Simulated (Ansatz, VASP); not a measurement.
Two plane-wave programs on Cd

```xyz
1
Lattice="0.0000 2.2539 2.2539 2.2539 0.0000 2.2539 2.2539 2.2539 0.0000" Properties=species:S:1:pos:R:3 pbc="T T T"
Cd    0.0000    0.0000    0.0000
```

Alike in both runs: functional PBE; k mesh 16 × 16 × 16; occupations fermi-dirac, width 0.05 eV; no spin polarisation.

Ansatz relaxed the structure, and its values are those at the end. VASP's run is a single point on that final structure, the one shown.

|  | VASP | Ansatz |
| --- | --- | --- |
| version | VASP 6.6.1 | Ansatz 0.2.0 |
| potentials or method | VASP PAW PBE potentials, release 64 (Cd) | PAW with Ansatz's default frozen-core files, scalar-relativistic |
| plane-wave cutoff (eV) | 520 | 420 |
| valence electrons in the cell | 12 | 20 |

Ansatz gave:

```
pressure (GPa) : 0.0
```

Task: Estimate VASP's values.

Result: Pressure (GPa): 0.2.

With one functional, cell and mesh, what is left measures potentials, basis and numerics. The two sets of potentials don't hold the same shells in valence.
